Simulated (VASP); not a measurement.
Input of a VASP 6.6.1 run:

Contents of INCAR:

```
PREC     = Accurate       # precision mode
ENCUT    = 520            # plane-wave cutoff, eV
EDIFF    = 1E-6           # SCF threshold, eV
ISMEAR   = 1              # smearing method
SIGMA    = 0.15           # smearing width, eV
LREAL    = F              # projectors in reciprocal space
LASPH    = T              # aspherical terms in the spheres
NELM     = 100            # most SCF steps
ALGO     = Normal         # electronic algorithm
ISIF     = 2              # what is computed and relaxed
LWAVE    = F              # write WAVECAR
LCHARG   = F              # write CHGCAR
GGA      = PE             # functional
NBANDS   = 16             # bands
```

Contents of KPOINTS:

```
regular mesh
0
Gamma
  6 6 2
```

Contents of POSCAR:

```
BN
1.0
    1.2637452600      2.1888710000      0.0000000000
   -1.2637470000      2.1888720100      0.0000000000
    0.0000000000      0.0000000000      6.5655160000
B N
2 2
Direct
    0.0029251451     -0.0013937614      0.5040015134
    0.3502323062      0.3307025986      0.0013889236
   -0.0014000498      0.0044824587     -0.0011274057
    0.3226206068      0.3254142346      0.4964543533
```

Potentials or basis: VASP PAW PBE potentials, release 64 (B, N).

Launch:

```sh
$ cat potpaw_PBE.64/B/POTCAR potpaw_PBE.64/N/POTCAR > POTCAR
$ mpirun -np 1 vasp_std > vasp.out
```

Question: Predict the largest force.

Answer: 1.932 eV/Å.

Question: Predict the pressure.

Answer: -2.5 GPa.

Question: Estimate the band gap on the k mesh.

Answer: 4.12 eV, indirect (least direct gap 4.45 eV).

Forces in eV/Å, atoms in the order of the input:
```
B   -0.297 -1.792 -0.640
B   -1.321 -0.963 -0.175
N    1.322  0.958  0.171
N    0.296  1.798  0.644
```

Caveat: the k mesh is coarse (spacing up to 0.48 Å⁻¹), so the values aren't converged; forces of over 1 eV/Å show positions far from the minimum, so gaps and moduli don't describe the material at rest. A k mesh can miss the band edges.
